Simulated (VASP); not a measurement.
# ZnS (Wurtzite-2H) (P6_3mc) in VASP: notebook, part 2 of 2

VASP 6.6.1.

## Step 4: Single point, BLYP+D3(BJ)

This run uses another cell than the first one, of 19.21 Å³/atom, 1.021 times its volume.

INCAR

```
AGGAC = 1.0
AGGAX = 1.0
ALDAC = 0.0
ALDAX = 1.0
ALGO = Normal
EDIFF = 1E-6
ENCUT = 520
GGA = B5
ISIF = 2
ISMEAR = -1
IVDW = 12
LASPH = T
LCHARG = T
LELF = T
LREAL = F
LVHAR = T
LWAVE = F
NBANDS = 26
NELM = 80
PREC = Accurate
SIGMA = 0.05
VDW_A1 = 0.4298
VDW_A2 = 4.2359
VDW_S6 = 1.0
VDW_S8 = 2.6996
```

KPOINTS

```
k-points
0
Gamma
  8 8 5
```

POSCAR

```
ZnS
1.0
    3.7854220481      0.0000000000      0.0000000000
   -1.8927110241      3.2782716577      0.0000000000
    0.0000000000      0.0000000000      6.1921598132
Zn S
2 2
Direct
    0.6666666667      0.3333333333      0.5000000000
    0.3333333333      0.6666666667      0.0000000000
    0.6666666667      0.3333333333      0.8850000000
    0.3333333333      0.6666666667      0.3850000000
```

Potentials or basis: VASP PAW PBE potentials, release 64 (Zn, S).

The run is started by

```console
cat potpaw_PBE.64/Zn/POTCAR potpaw_PBE.64/S/POTCAR > POTCAR
mpirun -np 1 vasp_std > vasp.out
```

OUTCAR:

```text
EDIFF = 1E-6
   ENCUT = 520
   GGA = B5
   ISIF = 2
   ISMEAR = -1
   IVDW = 12
   LASPH = T
   LREAL = F
   NELM = 80
   PREC = Accurate
 IVDW          = 12

 ion  position               nearest neighbor table
   1  0.667  0.333  0.500-   4 2.30   4 2.30   4 2.30   3 2.38
   2  0.333  0.667  0.000-   3 2.30   3 2.30   3 2.30   4 2.38
   3  0.667  0.333  0.885-   2 2.30   2 2.30   2 2.30   1 2.38
   4  0.333  0.667  0.385-   1 2.30   1 2.30   1 2.30   2 2.38

  LATTYP: Found a hexagonal cell.
 ALAT       =     3.7854220481
 C/A-ratio  =     1.6357911310

  Lattice vectors:

 A1 = (   3.7854220481,   0.0000000000,   0.0000000000)
 A2 = (  -1.8927110241,   3.2782716577,   0.0000000000)
 A3 = (   0.0000000000,   0.0000000000,   6.1921598132)

Analysis of symmetry for initial positions (statically):
=====================================================================
 Subroutine PRICEL returns:
 Original cell was already a primitive cell.

 Routine SETGRP: Setting up the symmetry group for a
 hexagonal supercell.

 Subroutine GETGRP returns: Found 12 space group operations
 (whereof  6 operations were pure point group operations)
 out of a pool of 24 trial point group operations.

The static configuration has the point symmetry C_3v.
 The point group associated with its full space group is C_6v.

Analysis of symmetry for dynamics (positions and initial velocities):
=====================================================================
 Subroutine PRICEL returns:
 Original cell was already a primitive cell.

 Routine SETGRP: Setting up the symmetry group for a
 hexagonal supercell.

 Subroutine GETGRP returns: Found 12 space group operations
 (whereof  6 operations were pure point group operations)
 out of a pool of 24 trial point group operations.

The dynamic configuration has the point symmetry C_3v.
 The point group associated with its full space group is C_6v.

 Subroutine INISYM returns: Found 12 space group operations
 (whereof  6 operations are pure point group operations),
 and found     1 'primitive' translations

----------------------------------------------------------------------------------------

                                     Primitive cell

  volume of cell :      76.8425

  direct lattice vectors                    reciprocal lattice vectors
     3.785422048  0.000000000  0.000000000     0.264171336  0.152519392  0.000000000
    -1.892711024  3.278271658  0.000000000     0.000000000  0.305038784  0.000000000
     0.000000000  0.000000000  6.192159813     0.000000000  0.000000000  0.161494540

  length of vectors
     3.785422048  3.785422048  6.192159813     0.305038784  0.305038784  0.161494540

  position of ions in fractional coordinates (direct lattice)
     0.666666667  0.333333333  0.500000000
     0.333333333  0.666666667  0.000000000
     0.666666667  0.333333333  0.885000000
     0.333333333  0.666666667  0.385000000

  ion indices of the primitive-cell ions
   primitive index   ion index
                 1           1
                 2           2
                 3           3
                 4           4

----------------------------------------------------------------------------------------

 KPOINTS: k-points

Automatic generation of k-mesh.
 Grid dimensions read from file:
 generate k-points for:    8    8    5

 Generating k-lattice:

  Cartesian coordinates                     Fractional coordinates (reciprocal lattice)
     0.033021417  0.019064924  0.000000000     0.125000000 -0.000000000  0.000000000
     0.000000000  0.038129848  0.000000000     0.000000000  0.125000000  0.000000000
     0.000000000  0.000000000  0.032298908     0.000000000  0.000000000  0.200000000

  Length of vectors
     0.038129848  0.038129848  0.032298908

  Shift w.r.t. Gamma in fractional coordinates (k-lattice)
     0.000000000  0.000000000  0.000000000

 Subroutine IBZKPT returns following result:
 ===========================================

 Found     30 irreducible k-points:

 Following reciprocal coordinates:
            Coordinates               Weight
  0.000000  0.000000  0.000000      1.000000
  0.125000 -0.000000  0.000000      6.000000
  0.250000 -0.000000  0.000000      6.000000
  0.375000  0.000000  0.000000      6.000000
  0.500000 -0.000000  0.000000      3.000000
  0.125000  0.125000  0.000000      6.000000
[... 16 lines left out ...]
  0.250000 -0.000000  0.400000     12.000000
  0.375000  0.000000  0.400000     12.000000
 [... further k-points ...]
   k-points           NKPTS =     30   k-points in BZ     NKDIM =     30   number of bands    NBANDS=     26
   number of dos      NEDOS =    301   number of ions     NIONS =      4
   total plane-waves  NPLWV =  37632
   dimension x,y,z NGX =    28 NGY =   28 NGZ =   48
   dimension x,y,z NGXF=    56 NGYF=   56 NGZF=   96
   ions per type =               2   2
   NGX,Y,Z   is equivalent  to a cutoff of  12.30, 12.30, 12.89 a.u.
   NGXF,Y,Z  is equivalent  to a cutoff of  24.59, 24.59, 25.77 a.u.
 SYSTEM =  unknown system
   PREC   = accura    normal or accurate (medium, high low for compatibility)
   ISTART =      0    job   : 0-new  1-cont  2-samecut
   ICHARG =      2    charge: 1-file 2-atom 10-const
   ISPIN  =      1    spin polarized calculation?
   LNONCOLLINEAR =      F non collinear calculations
   LSORBIT =      F    spin-orbit coupling
   LASPH  =      T    aspherical Exc in radial PAW
   ENCUT  =  520.0 eV  38.22 Ry    6.18 a.u.   7.04  7.04 11.51*2*pi/ulx,y,z
   NELM   =     80;   NELMIN=  2; NELMDL= -5     # of ELM steps
   EDIFF  = 0.1E-05   stopping-criterion for ELM
   LREAL  =      F    real-space projection
   EDIFFG = 0.1E-04   stopping-criterion for IOM
   NSW    =      0    number of steps for IOM
   IBRION =     -1    ionic relax: 0-MD 1-quasi-New 2-CG
   NFREE  =      0    steps in history (QN), initial steepest desc. (CG)
   ISIF   =      2    stress and relaxation
   ISYM   =      2    0-nonsym 1-usesym 2-fastsym
   POTIM  = 0.5000    time-step for ionic-motion
   TEBEG  =    0.0;   TEEND  =   0.0 temperature during run
   PSTRESS=    0.0 pullay stress
   NELECT =      36.0000    total number of electrons
   NUPDOWN=      -1.0000    fix difference up-down
   EMIN   =  10.00;   EMAX   =-10.00  energy-range for DOS
   EFERMI =   0.00;   METHOD = LEGACY
   ISMEAR =    -1;   SIGMA  =   0.05  broadening in eV -4-tet -1-fermi 0-gaus
   EFERMI_NEDOS =   21; number of points for ismear=-14 and -15
   IALGO  =     38    algorithm
   IMIX   =      4    mixing-type and parameters
     AMIX     =   0.40;   BMIX     =  1.00
     AMIX_MAG =   1.60;   BMIX_MAG =  1.00
  volume/ion in A,a.u.               =      19.21       129.64
  Fermi-wavevector in a.u.,A,eV,Ry     =   1.271477  2.402743 21.995912  1.616654
  Thomas-Fermi vector in A             =   2.404408
   LORBIT       =      0    0 simple, 1 ext, 2 COOP (PROOUT), +10 PAW based schemes
   GGA     = B5    functional components
   LHFCALC =     F    Hartree Fock is set to
   AEXX    =    0.0000 exact exchange contribution
   IVDW    =    12    specifies the selected vdW correction
   LEPSILON=     F    determine dielectric tensor
   LRPA    =     F    only Hartree local field effects (RPA)
 non-spin polarized calculation
  energy-cutoff  :      520.00
  volume of cell :       76.84
 maximum number of plane-waves:      2086
   NGX = 15   NGY = 15   NGZ = 23

 number of electron      35.9999967 magnetization

 Free energy of the ion-electron system (eV)
  ---------------------------------------------------
  ext. energy  EPLUGINS =         0.00000000
  ---------------------------------------------------
  free energy    TOTEN  =       -11.42677430 eV

  energy without entropy =      -11.42677430  energy(sigma->0) =      -11.42677430

 E-fermi :   3.7793     XC(G=0):  -9.2277

 val. band max:        2.7266210889   @ k =   0.0000   0.0000   0.0000
 cond. band min:       5.0892318368   @ k =   0.0000   0.0000   0.0000
 fundamental gap:      2.3626107478
 Fermi energy:         3.7793471195

 k-point     1 :       0.0000    0.0000    0.0000
  band No.  band energies     occupation
      1     -10.5687      2.00000
      2      -9.6267      2.00000
      3      -3.8144      2.00000
      4      -3.8144      2.00000
      5      -3.7476      2.00000
      6      -3.7476      2.00000
[... 685 lines left out ...]
     25      11.9673      0.00000
     26      12.2432      0.00000

 [... further k-points ...]

------------------------ aborting loop because EDIFF is reached ----------------------------------------

 Edisp (eV)   -2.74473

 E8    (eV) :    -1.9198

  FORCE on cell =-STRESS in cart. coord.  units (eV):
  Direction    XX          YY          ZZ          XY          YZ          ZX
  --------------------------------------------------------------------------------------
  -------------------------------------------------------------------------------------
  Total       1.18916     1.18916     0.12257    -0.00000    -0.00000     0.00000
  in kB      24.79413    24.79413     2.55564    -0.00000    -0.00000     0.00000
  external pressure =       17.38 kB  Pullay stress =        0.00 kB

 VOLUME and BASIS-vectors are now :
 -----------------------------------------------------------------------------
  energy-cutoff  :      520.00
  volume of cell :       76.84
      direct lattice vectors                 reciprocal lattice vectors
     3.785422048  0.000000000  0.000000000     0.264171336  0.152519392  0.000000000
    -1.892711024  3.278271658  0.000000000     0.000000000  0.305038784  0.000000000
     0.000000000  0.000000000  6.192159813     0.000000000  0.000000000  0.161494540

 POSITION                                       TOTAL-FORCE (eV/Angst)
 -----------------------------------------------------------------------------------
      1.89271      1.09276      3.09608        -0.000000      0.000000      0.376779
     -0.00000      2.18551      0.00000        -0.000000      0.000000      0.376779
      1.89271      1.09276      5.48006         0.000000      0.000000     -0.376779
     -0.00000      2.18551      2.38398         0.000000     -0.000000     -0.376779
 -----------------------------------------------------------------------------------
    total drift:                               -0.000001     -0.000001      0.000246

  FREE ENERGIE OF THE ION-ELECTRON SYSTEM (eV)
  ---------------------------------------------------
  free  energy   TOTEN  =       -14.1715025387 eV

  energy  without entropy=      -14.1715025386  energy(sigma->0) =      -14.17150254
```

OSZICAR:

```text
N       E                     dE             d eps       ncg     rms          rms(c)
DAV:   1     0.252664254351E+03    0.25266E+03   -0.17215E+04  1560   0.169E+03
DAV:   2     0.128951213244E+02   -0.23977E+03   -0.22946E+03  1608   0.357E+02
DAV:   3    -0.118683826849E+02   -0.24764E+02   -0.24518E+02  1876   0.115E+02
DAV:   4    -0.124656680160E+02   -0.59729E+00   -0.59600E+00  1838   0.180E+01
DAV:   5    -0.124750651347E+02   -0.93971E-02   -0.93940E-02  1946   0.218E+00    0.971E+00
DAV:   6    -0.114281314748E+02    0.10469E+01   -0.20441E+00  2380   0.404E+01    0.761E+00
DAV:   7    -0.114335825269E+02   -0.54511E-02   -0.14728E+00  1660   0.706E+00    0.417E+00
DAV:   8    -0.114262757840E+02    0.73067E-02   -0.39931E-02  2040   0.195E+00    0.130E+00
DAV:   9    -0.114266380173E+02   -0.36223E-03   -0.85534E-03  1992   0.131E+00    0.204E-01
DAV:  10    -0.114267010896E+02   -0.63072E-04   -0.50609E-04  1818   0.255E-01    0.579E-02
DAV:  11    -0.114267771130E+02   -0.76023E-04   -0.13054E-04  1630   0.110E-01    0.422E-02
DAV:  12    -0.114267741978E+02    0.29152E-05   -0.15204E-05  2222   0.471E-02    0.438E-03
DAV:  13    -0.114267742993E+02   -0.10143E-06   -0.31438E-06  1640   0.110E-02
   1 F= -.14171503E+02 E0= -.14171503E+02  d E =-.209631E-10
```

It took 29 s on 1 thread of Intel Xeon 6975P-C (Granite Rapids), shared host; peak memory 0.22 GiB.

Results:

| Quantity | Value |
| --- | --- |
| Free energy | -14.1715 eV |
| Pressure | 1.7 GPa |
| Largest force | 0.377 eV/Å |
| Band gap on the k mesh | 2.36 eV, direct |
| Dispersion energy per atom | -0.686 eV |

Forces on the atoms (eV/Å):
```
Zn   0.000  0.000  0.377
Zn   0.000  0.000  0.377
S    0.000  0.000 -0.377
S    0.000  0.000 -0.377
```

Levels at points of the mesh, in eV from the valence-band top:
```tsv
k point	band 16	band 17	band 18	band 19	band 20	band 21
(0.00, 0.00, 0.00)	-0.01	-0.01	0.00	2.36	3.06	6.34
(0.50, 0.00, 0.00)	-2.28	-1.57	-1.00	3.68	4.34	5.29
```

Caveat: the PAW data sets were made with another functional, which shifts forces and pressure a little.

## Step 5: Summary

| level | potentials or basis | cell | gap on the mesh (eV) | pressure (GPa) | largest force (eV/Å) |
| --- | --- | --- | --- | --- | --- |
| BLYP+D3(BJ) | VASP PAW PBE potentials, release 64 (Zn, S) | a = 3.759, b = 3.759, c = 6.150 Å, angles 90.0, 90.0, 120.0°, 4 atoms | 2.47 | 3.5 | 0.40 |
| LDA | VASP PAW LDA potentials, release 64 (Zn, S) | a = 3.759, b = 3.759, c = 6.150 Å, angles 90.0, 90.0, 120.0°, 4 atoms | 2.22 | -0.6 | 0.35 |
| BLYP+D3(BJ) | VASP PAW PBE potentials, release 64 (Zn, S) | a = 3.785, b = 3.785, c = 6.192 Å, angles 90.0, 90.0, 120.0°, 4 atoms | 2.36 | 1.7 | 0.38 |

Alike in all rows: task single point; no spin polarisation; k mesh 8 × 8 × 5; cutoff (eV) 520; smearing fermi-dirac 0.05 eV.

Caveats: the PAW data sets were made with another functional, which shifts forces and pressure a little (some runs).

Absolute energies hang on the potentials; compare differences alone.

## Step 6: Against experiment

Step 3. Against the measured gap of ZnS, 3.911 eV (direct; 4 K; a printed reference work, monograph), the calculated 2.22 eV is off by -1.69 eV. The value is that of LDA, without temperature or zero-point motion. Semilocal functionals fall short of measured gaps as a rule.

Step 4. A measured gap of ZnS is 3.911 eV (direct; 4 K; a printed reference work, monograph); the calculated 2.36 eV misses it by -1.55 eV. The value is that of BLYP+D3(BJ), without temperature or zero-point motion. Semilocal functionals fall short of measured gaps as a rule.
